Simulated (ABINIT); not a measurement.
Runs of ABINIT 10.8.3 (patched build) on Ge. The structure is cubic, space group Fd-3m (No. 227). The conventional cell has a = 5.658 Å, b = 5.658 Å, c = 5.658 Å, α = 90.00°, β = 90.00°, γ = 90.00°. Ge (site symmetry -43m) is surrounded by 4 Ge at 2.45 Å. 

```csv
task,level,potentials or basis,cell,k mesh,cutoff (eV),cell freedom (optcell),optimiser (ionmov),cutoff smearing ecutsm (Ha),force stop (Ha/bohr),stop of the response cycle (tolvrs),gap on the mesh (eV),pressure (GPa),relaxed volume (Å³/atom)
single point,LDA,PseudoDojo NC SR LDA v0.4.1 standard,cell relaxed,6 × 6 × 6,1061,-,-,-,-,-,none,0.0,-
relaxation of cell and atoms,LDA,PseudoDojo NC SR LDA v0.4.1 standard,relaxed,6 × 6 × 6,1061,2,2,0.5,2e-05,-,none,0.0,(a)
single point,PBEsol,PseudoDojo NC SR PBEsol v0.4.1 standard,cell relaxed,6 × 6 × 6,1061,-,-,-,-,-,none,0.0,-
single point,PBEsol,PseudoDojo NC SR PBEsol v0.4.1 standard,as given,6 × 6 × 6,952,-,-,-,-,-,none,-1.2,-
single point,PBEsol,JTH PAW PBE v2.0,as given,6 × 6 × 6,435,-,-,-,-,-,none,-,-
relaxation of cell and atoms,PBEsol,PseudoDojo NC SR PBEsol v0.4.1 standard,relaxed,6 × 6 × 6,1061,2,2,0.5,2e-05,-,none,0.0,22.90
```

Alike in all rows: no spin polarisation; smearing fermi-dirac 0.05 eV.

Question: Estimate the missing entries.

Answer: (a) 22.22.

Caveats: this crystal is a semiconductor, whose small gap the functional closes, so the metal is an error of the method; the PAW data sets were made with another functional, which shifts forces and pressure a little (some runs).

A k mesh can miss the band edges, and the runs leave out spin-orbit coupling on Ge.

A gap of «none» marks a metal or a gap under the smearing width.

Runs at the PBE level aren't shown here.
